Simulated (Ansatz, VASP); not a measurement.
Li2F3: VASP beside Ansatz

INCAR

```
SYSTEM = Li2F3
PREC = Accurate ; ENCUT = 520
EDIFF = 1E-7 ; ISMEAR = 0
SIGMA = 0.1 ; LREAL = .FALSE.
LASPH = .TRUE. ; NELM = 150
ALGO = Normal ; ISIF = 2
LWAVE = .FALSE. ; LCHARG = .FALSE.
ISPIN = 2 ; MAGMOM = 0 0 1 1 1
LORBIT = 11 ; GGA = PE
NBANDS = 26
```

KPOINTS

```
regular mesh
0
G
  6 6 4
  0 0 0
```

File POSCAR:

```
Li2F3
1.0
    3.4394676005      0.0000000000      0.0000000000
   -1.7197338002      2.9786663175      0.0000000000
    0.0000000000      0.0000000000      5.3512528911
Li F
2 3
Direct
    0.3333333333      0.6666666667      0.2450000000
    0.6666666667      0.3333333333      0.7550000000
    0.0000000000      0.0000000000      0.0000000000
    0.3333333333      0.6666666667      0.6450000000
    0.6666666667      0.3333333333      0.3550000000
```

Input for Ansatz:

```yaml
crystal:
  lattice:
    - [3.4394676005, 0.0, 0.0]
    - [-1.7197338002, 2.9786663175, 0.0]
    - [0.0, 0.0, 5.3512528911]
  atoms:
    - { symbol: Li, position: [0.3333333333, 0.6666666667, 0.245] }
    - { symbol: Li, position: [0.6666666667, 0.3333333333, 0.755] }
    - { symbol: F, position: [0.0, 0.0, 0.0], spin: 1.0 }
    - { symbol: F, position: [0.3333333333, 0.6666666667, 0.645], spin: 1.0 }
    - { symbol: F, position: [0.6666666667, 0.3333333333, 0.355], spin: 1.0 }
basis:
  ecutwfc: 420
kpoints:
  mp_grid: { grid: [6, 6, 4] }
hamiltonian:
  xc: pbe
scf:
  occupations: { method: gaussian, width: 0.1 }
  lower_state_search: "off"
output:
  forces: true
  stress: true
  eigenvalues: true
  populations: true
magnetization:
  spin_polarized: true
```

Alike in both runs: task single point; functional PBE; k mesh 6 × 6 × 4; occupations gaussian, width 0.1 eV; collinear spin.

|  | VASP | Ansatz |
| --- | --- | --- |
| version | VASP 6.6.1 | Ansatz 0.2.0 |
| potentials or method | VASP PAW PBE potentials, release 64 (Li_sv, F) | scalar-relativistic, plane waves, PAW |
| plane-wave cutoff (eV) | 520 | 420 |
| valence electrons in the cell | 27 | 27 |

VASP gave:

* gap on the k mesh at the Fermi level (eV): none
* rms of the force components (eV/Å): 0.215
* net moment per atom (μB): 0.20
* size of the moment on the site where the two differ most (μB): 0.29

Q: Estimate Ansatz's values.

A: gap on the k mesh at the Fermi level (eV): none; rms of the force components (eV/Å): 0.215; net moment per atom (μB): 0.20; size of the moment on the site where the two differ most (μB): 0.32.

Site moments also hang on the region over which each program counts them. Atom by atom the forces differ by 0.001 eV/Å (rms over components). A gap of «none» marks a metal or a gap that the smearing closes.
